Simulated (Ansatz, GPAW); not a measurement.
This is a calculation of Pb (Lead) for Ansatz 0.2.0. 

File input.yaml:

```yaml
crystal:
  lattice:
    - [0.0, 2.47502, 2.47502]
    - [2.47502, 0.0, 2.47502]
    - [2.47502, 2.47502, 0.0]
  atoms:
    - { symbol: Pb, position: [0.0, 0.0, 0.0] }
hamiltonian:
  xc: pbe
  pseudopotentials: { kind: paw }
kpoints:
  mp_grid: { grid: [9, 9, 9] }
scf:
  occupations: { method: gaussian, width: 0.014 }
output:
  forces: true
  stress: true
  eigenvalues: true
  write_density: true
  write_potential: true
  elf: true
  volumetric_format: npy
```

Potentials or basis: Ansatz PAW.

Run with:

```bash
$ ansatz run input.yaml --threads 2 --pin off --max-ram 5632MiB --backend cpu --events-out ev --progress --plain --runs-dir out
```

Problem. Set up the same calculation for GPAW 26.7.0 (ASE script). Potentials or basis there: GPAW PAW data sets (gpaw-data 1.2.1), cutoff 600 eV.

Solution. As run (cutoffs and basis follow the program's own potentials, and thresholds, step limits or extra output files can differ):

The input run.py:

```python
from ase import Atoms
from ase.dft.bandgap import bandgap
from ase.io import write
from ase.units import Bohr, GPa
from gpaw import GPAW, PW
from gpaw.elf import elf_from_dft_calculation

atoms = Atoms(['Pb'],
              cell=[[0.0, 2.47502, 2.47502],
                    [2.47502, 0.0, 2.47502],
                    [2.47502, 2.47502, 0.0]],
              scaled_positions=[[0.0, 0.0, 0.0]],
              pbc=True)

calc = GPAW(mode=PW(600),
            xc='PBE',
            kpts={'size': (9, 9, 9), 'gamma': True},
            occupations={'name': 'methfessel-paxton', 'order': 0, 'width': 0.014},
            nbands=14,
            convergence={'density': 1e-05, 'energy': 1e-05},
            maxiter=150,
            txt='gpaw.txt')
atoms.calc = calc
energy = atoms.get_potential_energy()
forces = atoms.get_forces()
stress = atoms.get_stress()
calc.write('gs.gpw')
write('result.traj', atoms)
print(f'Energy: {energy:.6f} eV')
print('Forces (eV/A):')
print(forces.round(4))
print('Stress (GPa):', (stress / GPa).round(3))
print('Fermi level:', round(calc.get_fermi_level(), 4), 'eV')
print(f'Gap: {bandgap(calc)[0]:.4f} eV, direct: {bandgap(calc, direct=True)[0]:.4f} eV')

# fields on the real-space grid
write('density.cube', atoms, data=calc.get_pseudo_density() * Bohr**3)
write('potential.cube', atoms, data=calc.get_electrostatic_potential())
write('elf.cube', atoms, data=elf_from_dft_calculation(calc).data)
```

Potentials or basis: GPAW PAW data sets (gpaw-data 1.2.1), pw.

Run with:

```console
$ OMP_NUM_THREADS=1 python run.py
```

Both were run:

|  | Ansatz | GPAW |
| --- | --- | --- |
| Pressure | 2.2 GPa | 2.0 GPa |

Ansatz's pressure holds a Pulay term of +0.02 GPa for its cutoff of 420 eV, which the other run lacks.

Where Ansatz's input types no cutoff or centring, it takes its own default and a Γ-centred mesh.

Pressure is positive in compression.
